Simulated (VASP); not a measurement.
# GaN (P6_3mc) in VASP: a series of runs

The runs below take GaN through single point, relaxation of cell and atoms, with PBE, LDA, HSE06, PBEsol.

Program: VASP 6.6.1. These are calculated values, not measurements. Logs are shortened: lines on timing, memory, paths and dates and some standing lists are left out, and cuts for length are marked.

**The experiment to reproduce.**

From “Studying electronic properties in GaN without electrical contacts using γ-γ vs e−-γ Perturbed Angular Correlations”, 2019, pmc:6823545, for a bulk crystal of GaN: band gap 3.503 ± 0.005 eV (direct).

The runs below are set against these values where they give the same quantity.

**1. Starting point**

It takes space group P6_3mc (No. 186, hexagonal). The conventional cell has a = 3.180 Å, b = 3.180 Å, c = 5.166 Å, α = 90.00°, β = 90.00°, γ = 120.00°. Ga (site symmetry 3m) has 4 N at 1.94 to 1.95 Å as nearest neighbours. Around N (site symmetry 3m) lie 4 Ga at 1.94 to 1.95 Å.

**2. Single point, PBE**

Contents of INCAR:

```
  ALGO = Normal
  EDIFF = 1E-6
  ENCUT = 450
  GGA = PE
  ISIF = 2
  ISMEAR = 0
  LASPH = True
  LCHARG = False
  LREAL = False
  LWAVE = False
  NELM = 100
  PREC = Accurate
  SIGMA = 0.02
```

Contents of KPOINTS:

```
k-points
0
Gamma
  5 5 3
```

Contents of POSCAR:

```
GaN
1.0
    3.1800000000      0.0000000000      0.0000000000
   -1.5900000000      2.7539607840      0.0000000000
    0.0000000000      0.0000000000      5.1660000000
Ga N
2 2
Direct
    0.6666666667      0.3333333333      0.5000000000
    0.3333333333      0.6666666667      0.0000000000
    0.6666666667      0.3333333333      0.8750000000
    0.3333333333      0.6666666667      0.3750000000
```

Potentials or basis: VASP PAW PBE potentials, release 64 (Ga_d_GW, N_GW).

Started as:

```
$ cat potpaw_PBE.64/Ga_d_GW/POTCAR potpaw_PBE.64/N_GW/POTCAR > POTCAR
$ mpirun -np 1 vasp_std > vasp.out
```

OUTCAR:

```text
EDIFF = 1E-6
   ENCUT = 450
   GGA = PE
   ISIF = 2
   ISMEAR = 0
   LASPH = True
   LREAL = False
   NELM = 100
   PREC = Accurate

 ion  position               nearest neighbor table
   1  0.667  0.333  0.500-   3 1.94   4 1.95   4 1.95   4 1.95
   2  0.333  0.667  0.000-   4 1.94   3 1.95   3 1.95   3 1.95
   3  0.667  0.333  0.875-   1 1.94   2 1.95   2 1.95   2 1.95
   4  0.333  0.667  0.375-   2 1.94   1 1.95   1 1.95   1 1.95

  LATTYP: Found a hexagonal cell.
 ALAT       =     3.1800000000
 C/A-ratio  =     1.6245283019

  Lattice vectors:

 A1 = (   3.1800000000,   0.0000000000,   0.0000000000)
 A2 = (  -1.5900000000,   2.7539607840,   0.0000000000)
 A3 = (   0.0000000000,   0.0000000000,   5.1660000000)

Analysis of symmetry for initial positions (statically):
=====================================================================
 Subroutine PRICEL returns:
 Original cell was already a primitive cell.

 Routine SETGRP: Setting up the symmetry group for a
 hexagonal supercell.

 Subroutine GETGRP returns: Found 12 space group operations
 (whereof  6 operations were pure point group operations)
 out of a pool of 24 trial point group operations.

The static configuration has the point symmetry C_3v.
 The point group associated with its full space group is C_6v.

Analysis of symmetry for dynamics (positions and initial velocities):
=====================================================================
 Subroutine PRICEL returns:
 Original cell was already a primitive cell.

 Routine SETGRP: Setting up the symmetry group for a
 hexagonal supercell.

 Subroutine GETGRP returns: Found 12 space group operations
 (whereof  6 operations were pure point group operations)
 out of a pool of 24 trial point group operations.

The dynamic configuration has the point symmetry C_3v.
 The point group associated with its full space group is C_6v.

 Subroutine INISYM returns: Found 12 space group operations
 (whereof  6 operations are pure point group operations),
 and found     1 'primitive' translations

----------------------------------------------------------------------------------------

                                     Primitive cell

  volume of cell :      45.2417

  direct lattice vectors                    reciprocal lattice vectors
     3.180000000  0.000000000  0.000000000     0.314465409  0.181556688  0.000000000
    -1.590000000  2.753960784  0.000000000     0.000000000  0.363113377  0.000000000
     0.000000000  0.000000000  5.166000000     0.000000000  0.000000000  0.193573364

  length of vectors
     3.180000000  3.180000000  5.166000000     0.363113377  0.363113377  0.193573364

  position of ions in fractional coordinates (direct lattice)
     0.666666667  0.333333333  0.500000000
     0.333333333  0.666666667  0.000000000
     0.666666667  0.333333333  0.875000000
     0.333333333  0.666666667  0.375000000

  ion indices of the primitive-cell ions
   primitive index   ion index
                 1           1
                 2           2
                 3           3
                 4           4

----------------------------------------------------------------------------------------

 KPOINTS: k-points

Automatic generation of k-mesh.
 Grid dimensions read from file:
 generate k-points for:    5    5    3

 Generating k-lattice:

  Cartesian coordinates                     Fractional coordinates (reciprocal lattice)
     0.062893082  0.036311338  0.000000000     0.200000000 -0.000000000  0.000000000
     0.000000000  0.072622675  0.000000000     0.000000000  0.200000000  0.000000000
     0.000000000  0.000000000  0.064524455     0.000000000  0.000000000  0.333333333

  Length of vectors
     0.072622675  0.072622675  0.064524455

  Shift w.r.t. Gamma in fractional coordinates (k-lattice)
     0.000000000  0.000000000  0.000000000

 Subroutine IBZKPT returns following result:
 ===========================================

 Found     10 irreducible k-points:

 Following reciprocal coordinates:
            Coordinates               Weight
  0.000000  0.000000  0.000000      1.000000
  0.200000  0.000000  0.000000      6.000000
  0.400000  0.000000  0.000000      6.000000
  0.200000  0.200000  0.000000      6.000000
  0.400000  0.200000  0.000000      6.000000
  0.000000  0.000000  0.333333      2.000000
  0.200000  0.000000  0.333333     12.000000
  0.400000  0.000000  0.333333     12.000000
  0.200000  0.200000  0.333333     12.000000
  0.400000  0.200000  0.333333     12.000000
   k-points           NKPTS =     10   k-points in BZ     NKDIM =     10   number of bands    NBANDS=     22
   number of dos      NEDOS =    301   number of ions     NIONS =      4
   total plane-waves  NPLWV =  20736
   dimension x,y,z NGX =    24 NGY =   24 NGZ =   36
   dimension x,y,z NGXF=    48 NGYF=   48 NGZF=   72
   ions per type =               2   2
   NGX,Y,Z   is equivalent  to a cutoff of  12.55, 12.55, 11.59 a.u.
   NGXF,Y,Z  is equivalent  to a cutoff of  25.09, 25.09, 23.17 a.u.
 SYSTEM =  unknown system
   PREC   = accura    normal or accurate (medium, high low for compatibility)
   ISTART =      0    job   : 0-new  1-cont  2-samecut
   ICHARG =      2    charge: 1-file 2-atom 10-const
   ISPIN  =      1    spin polarized calculation?
   LNONCOLLINEAR =      F non collinear calculations
   LSORBIT =      F    spin-orbit coupling
   LASPH  =      T    aspherical Exc in radial PAW
   ENCUT  =  450.0 eV  33.07 Ry    5.75 a.u.   5.50  5.50  8.94*2*pi/ulx,y,z
   NELM   =    100;   NELMIN=  2; NELMDL= -5     # of ELM steps
   EDIFF  = 0.1E-05   stopping-criterion for ELM
   LREAL  =      F    real-space projection
   EDIFFG = 0.1E-04   stopping-criterion for IOM
   NSW    =      0    number of steps for IOM
   IBRION =     -1    ionic relax: 0-MD 1-quasi-New 2-CG
   NFREE  =      0    steps in history (QN), initial steepest desc. (CG)
   ISIF   =      2    stress and relaxation
   ISYM   =      2    0-nonsym 1-usesym 2-fastsym
   POTIM  = 0.5000    time-step for ionic-motion
   TEBEG  =    0.0;   TEEND  =   0.0 temperature during run
   PSTRESS=    0.0 pullay stress
   NELECT =      36.0000    total number of electrons
   NUPDOWN=      -1.0000    fix difference up-down
   EMIN   =  10.00;   EMAX   =-10.00  energy-range for DOS
   EFERMI =   0.00;   METHOD = LEGACY
   ISMEAR =     0;   SIGMA  =   0.02  broadening in eV -4-tet -1-fermi 0-gaus
   EFERMI_NEDOS =   21; number of points for ismear=-14 and -15
   IALGO  =     38    algorithm
   IMIX   =      4    mixing-type and parameters
     AMIX     =   0.40;   BMIX     =  1.00
     AMIX_MAG =   1.60;   BMIX_MAG =  1.00
  volume/ion in A,a.u.               =      11.31        76.33
  Fermi-wavevector in a.u.,A,eV,Ry     =   1.517036  2.866782 31.312427  2.301398
  Thomas-Fermi vector in A             =   2.626345
   LORBIT       =      0    0 simple, 1 ext, 2 COOP (PROOUT), +10 PAW based schemes
   GGA     = PE    functional components
   LHFCALC =     F    Hartree Fock is set to
   AEXX    =    0.0000 exact exchange contribution
   IVDW    =     0    specifies the selected vdW correction
   LEPSILON=     F    determine dielectric tensor
   LRPA    =     F    only Hartree local field effects (RPA)
 non-spin polarized calculation
 Gauss-broadening in eV      SIGMA  =   0.02
  energy-cutoff  :      450.00
  volume of cell :       45.24
 maximum number of plane-waves:      1002
 NGX is ok and might be reduce to    24
   NGX = 11   NGY = 11   NGZ = 17

 number of electron      36.0000029 magnetization

 Free energy of the ion-electron system (eV)
  ---------------------------------------------------
  ext. energy  EPLUGINS =         0.00000000
  ---------------------------------------------------
  free energy    TOTEN  =       -24.24762150 eV

  energy without entropy =      -24.24762150  energy(sigma->0) =      -24.24762150

 E-fermi :   5.3415     XC(G=0): -11.8936

 val. band max:        5.2527297227   @ k =   0.0000   0.0000   0.0000
 cond. band min:       7.2220276403   @ k =   0.0000   0.0000   0.0000
 fundamental gap:      1.9692979176
 Fermi energy:         5.3415137839

 k-point     1 :       0.0000    0.0000    0.0000
  band No.  band energies     occupation
      1     -10.8159      2.00000
      2      -9.8806      2.00000
      3      -8.2598      2.00000
      4      -8.2383      2.00000
      5      -8.2383      2.00000
      6      -8.1743      2.00000
[... 14 lines left out ...]
     21      14.5128      0.00000
     22      15.1641      0.00000

 k-point     2 :       0.2000    0.0000    0.0000
  band No.  band energies     occupation
      1     -10.4631      2.00000
      2      -9.8014      2.00000
      3      -8.2150      2.00000
      4      -8.1934      2.00000
      5      -8.1425      2.00000
      6      -8.1032      2.00000
[... 14 lines left out ...]
     21      13.0867      0.00000
     22      14.0327      0.00000

 k-point     3 :       0.4000    0.0000    0.0000
  band No.  band energies     occupation
      1      -9.9662      2.00000
      2      -9.7248      2.00000
      3      -8.1877      2.00000
      4      -8.1661      2.00000
      5      -8.0780      2.00000
      6      -8.0219      2.00000
[... 14 lines left out ...]
     21      11.5620      0.00000
     22      13.8203      0.00000
[... 126 lines left out ...]
 k-point     9 :       0.2000    0.2000    0.3333
  band No.  band energies     occupation
      1      -9.9129      2.00000
      2      -9.7599      2.00000
      3      -8.1597      2.00000
      4      -8.1575      2.00000
      5      -8.1073      2.00000
      6      -8.0856      2.00000
[... 14 lines left out ...]
     21      13.0660      0.00000
     22      13.1204      0.00000

 k-point    10 :       0.4000    0.2000    0.3333
  band No.  band energies     occupation
      1      -9.7668      2.00000
      2      -9.7157      2.00000
      3      -8.1695      2.00000
      4      -8.1353      2.00000
      5      -8.1140      2.00000
      6      -8.0328      2.00000
[... 14 lines left out ...]
     21      12.9006      0.00000
     22      13.1241      0.00000

------------------------ aborting loop because EDIFF is reached ----------------------------------------

  FORCE on cell =-STRESS in cart. coord.  units (eV):
  Direction    XX          YY          ZZ          XY          YZ          ZX
  --------------------------------------------------------------------------------------
  -------------------------------------------------------------------------------------
  Total        1.4502239      1.4502239      2.0263956      0.0000000      0.0000000     -0.0000000
  in kB       51.3577947     51.3577947     71.7621656      0.0000000      0.0000000     -0.0000000
  external PRESSURE =      58.1592517 kB  Pullay stress =       0.0000000 kB

 VOLUME and BASIS-vectors are now :
 -----------------------------------------------------------------------------
  energy-cutoff  :      450.00
  volume of cell :       45.24
      direct lattice vectors                 reciprocal lattice vectors
     3.180000000  0.000000000  0.000000000     0.314465409  0.181556688  0.000000000
    -1.590000000  2.753960784  0.000000000     0.000000000  0.363113377  0.000000000
     0.000000000  0.000000000  5.166000000     0.000000000  0.000000000  0.193573364

 POSITION                                       TOTAL-FORCE (eV/Angst)
 -----------------------------------------------------------------------------------
      1.59000      0.91799      2.58300         0.000000      0.000000     -0.133809
     -0.00000      1.83597      0.00000        -0.000000     -0.000000     -0.133809
      1.59000      0.91799      4.52025         0.000000      0.000000      0.133809
     -0.00000      1.83597      1.93725         0.000000      0.000000      0.133809
 -----------------------------------------------------------------------------------
    total drift:                               -0.000000      0.000000     -0.000200

  FREE ENERGIE OF THE ION-ELECTRON SYSTEM (eV)
  ---------------------------------------------------
  free  energy   TOTEN  =       -24.2476214953 eV

  energy  without entropy=      -24.2476214953  energy(sigma->0) =      -24.24762150
```

It took 7.6 s on 1 thread of AMD EPYC 9R45 (Zen 5), shared host; peak memory 0.12 GiB.

Results:

* Free energy: -24.2476 eV
* Largest force: 0.134 eV/Å
* Band gap on the k mesh: 1.97 eV, direct

Forces on the atoms (eV/Å):
```
Ga   0.000  0.000 -0.134
Ga   0.000  0.000 -0.134
N    0.000  0.000  0.134
N    0.000  0.000  0.134
```

Levels at points of the mesh, in eV from the valence-band top:
```
           k point  band 16  band 17  band 18  band 19  band 20  band 21
(0.00, 0.00, 0.00)    -0.06     0.00     0.00     1.97     4.30     9.26
```

Caveat: the k mesh is coarse (spacing up to 0.46 Å⁻¹), so the values aren't converged; the cutoff is under 1.25 times the usual one of these potentials, so pressure, stress and relaxed cells hold a basis-set (Pulay) error.

**3. Relaxation of cell and atoms, LDA**

Contents of INCAR:

```
SYSTEM = GaN
ALGO = Fast
EDIFF = 1E-7
EDIFFG = -0.01
ENCUT = 600
IBRION = 2
ISIF = 3
ISMEAR = 0
LASPH = .True.
LCHARG = .False.
LREAL = .False.
LWAVE = .False.
NELM = 80
NSW = 40
PREC = Accurate
SIGMA = 0.05
```

Contents of KPOINTS:

```
k-points
0
Gamma
  8 8 5
  0 0 0
```

Contents of POSCAR:

```
GaN
1.0
    3.1800000000      0.0000000000      0.0000000000
   -1.5900000000      2.7539607840      0.0000000000
    0.0000000000      0.0000000000      5.1660000000
Ga N
2 2
Direct
    0.3333333333      0.6666666667      0.0000000000
    0.6666666667      0.3333333333      0.5000000000
    0.3333333333      0.6666666667      0.3750000000
    0.6666666667      0.3333333333      0.8750000000
```

Potentials or basis: VASP PAW LDA potentials, release 64 (Ga_d, N).

Started as:

```
$ cat potpaw_LDA.64/Ga_d/POTCAR potpaw_LDA.64/N/POTCAR > POTCAR
$ mpirun -np 1 vasp_std > vasp.out
```

Run time: 2.7 min. Hardware: 1 thread of Intel Xeon Platinum 8559C (Emerald Rapids), shared host; peak memory 0.18 GiB.

Results (log left out):

| Property | Result |
| --- | --- |
| Free energy | -27.9120 eV |
| Relaxed volume | 11.10 Å³/atom |
| Relaxed cell | a = 3.156 Å, b = 3.156 Å, c = 5.147 Å, α = 90.00°, β = 90.00°, γ = 120.00° |
| Space group after relaxing (to 0.05 Å) | P6_3mc (No. 186) |
| Energy gained by relaxing | 2.7 meV/atom |
| Ionic steps | 4 |
| Pressure after relaxing | 0.1 GPa |
| Largest force after relaxing | 0.008 eV/Å |
| Band gap on the k mesh | 2.11 eV, direct |

Forces on the atoms (eV/Å):
```
Ga   0.000  0.000 -0.008
Ga   0.000  0.000 -0.008
N    0.000  0.000  0.008
N    0.000  0.000  0.008
```

Step by step:
| step | energy change (eV) | largest force (eV/Å) | pressure (GPa) | volume (Å³) |
| --- | --- | --- | --- | --- |
| 1 | 0.0000 | 0.1280 | -3.55 | 45.24 |
| 2 | 0.0000 | 0.1155 | 3.85 | 43.62 |
| 3 | -0.0109 | 0.0117 | 0.01 | 44.42 |
| 4 | -0.0109 | 0.0083 | 0.09 | 44.40 |

Final structure:
```
Ga N
1.0
     3.15619    0.00000    0.00000
    -1.57810    2.73334    0.00000
     0.00000    0.00000    5.14692
Ga N
2 2
Direct
  0.33333 0.66667 0.99939
  0.66667 0.33333 0.49939
  0.33333 0.66667 0.37561
  0.66667 0.33333 0.87561
```

Levels at points of the mesh, in eV from the valence-band top:
| k point | band 14 | band 15 | band 16 | band 17 | band 18 | band 19 | band 20 | band 21 | band 22 |
| --- | --- | --- | --- | --- | --- | --- | --- | --- | --- |
| (0.00, 0.00, 0.00) | -1.08 | -1.08 | -0.06 | 0.00 | 0.00 | 2.11 | 4.36 | 9.19 | 9.88 |
| (0.50, 0.00, 0.00) | -5.44 | -4.39 | -2.87 | -2.34 | -1.04 | 4.99 | 5.64 | 5.98 | 8.68 |

**4. Single point, HSE06, spin-orbit coupling, no magnetisation**

Contents of POSCAR:

```
GaN
1.0
    3.1800000000      0.0000000000      0.0000000000
   -1.5900000000      2.7539607840      0.0000000000
    0.0000000000      0.0000000000      5.1660000000
Ga N
2 2
Direct
    0.6666666667      0.3333333333      0.5000000000
    0.3333333333      0.6666666667      0.0000000000
    0.6666666667      0.3333333333      0.8750000000
    0.3333333333      0.6666666667      0.3750000000
```

Contents of INCAR.step1:

```
SYSTEM = GaN
PREC     = Accurate       ! precision mode
ENCUT    = 520            ! plane-wave cutoff, eV
EDIFF    = 1E-5           ! SCF threshold, eV
ISMEAR   = 0              ! smearing method
SIGMA    = 0.02           ! smearing width, eV
LREAL    = .False.        ! projectors in reciprocal space
LASPH    = .True.         ! aspherical terms in the spheres
NELM     = 80             ! most SCF steps
ALGO     = Normal         ! electronic algorithm
ISIF     = 2              ! what is computed and relaxed
LWAVE    = .True.         ! write WAVECAR
LCHARG   = .False.        ! write CHGCAR
MAGMOM   = 0 0 0 0 0 0 0 0 0 0 0 0 ! initial moments
LORBIT   = 11             ! projections on sites
LSORBIT  = .True.         ! spin-orbit coupling
GGA_COMPAT= .False.      
GGA      = PE             ! functional
KPAR     = 4
```

Contents of INCAR.step2:

```
SYSTEM = GaN
PREC     = Accurate       ! precision mode
ENCUT    = 520            ! plane-wave cutoff, eV
EDIFF    = 1E-7           ! SCF threshold, eV
ISMEAR   = 0              ! smearing method
SIGMA    = 0.02           ! smearing width, eV
LREAL    = .False.        ! projectors in reciprocal space
LASPH    = .True.         ! aspherical terms in the spheres
NELM     = 80             ! most SCF steps
ALGO     = Normal         ! electronic algorithm
ISIF     = 2              ! what is computed and relaxed
LWAVE    = .False.        ! write WAVECAR
LCHARG   = .False.        ! write CHGCAR
MAGMOM   = 0 0 0 0 0 0 0 0 0 0 0 0 ! initial moments
LORBIT   = 11             ! projections on sites
LSORBIT  = .True.         ! spin-orbit coupling
GGA_COMPAT= .False.      
GGA      = PE             ! functional
LHFCALC  = .True.         ! exact exchange
HFSCREEN = 0.2            ! screening, 1/A
PRECFOCK = Fast         
ISTART   = 1            
KPAR     = 4
```

Contents of KPOINTS:

```
Automatic mesh
0
Gamma
  6 6 4
  0 0 0
```

Potentials or basis: VASP PAW PBE potentials, release 64 (Ga_d, N).

Started as:

```
$ cat potpaw_PBE.64/Ga_d/POTCAR potpaw_PBE.64/N/POTCAR > POTCAR
$ cp INCAR.step1 INCAR
$ mpirun -np 4 vasp_ncl > vasp.out
$ cp INCAR.step2 INCAR
$ mpirun -np 4 vasp_ncl > vasp.out
```

Wall time 85 min (4 MPI ranks of AMD EPYC 9R45 (Zen 5), shared host); peak memory 0.42 GiB.

Results (log left out):

| Quantity | Value |
| --- | --- |
| Free energy | -29.5903 eV |
| Pressure | 0.9 GPa |
| Largest force | 0.154 eV/Å |
| Valence electrons inside the program's atomic spheres | Ga 11.87; N 3.77 |

Forces in eV/Å, atoms in the order of the input:
```
Ga   0.000  0.000 -0.154
Ga   0.000  0.000 -0.154
N    0.000  0.000  0.154
N    0.000  0.000  0.154
```

Stress tensor (GPa, compression positive):
```
0.34 0.00 0.00
0.00 0.34 0.00
0.00 0.00 2.01
```

Caveat: the k mesh is coarse (spacing up to 0.38 Å⁻¹), so the values aren't converged, least of all with exact exchange; the PAW data sets were made with another functional, which shifts forces and pressure a little.

(Continued in part 2 of 2.)
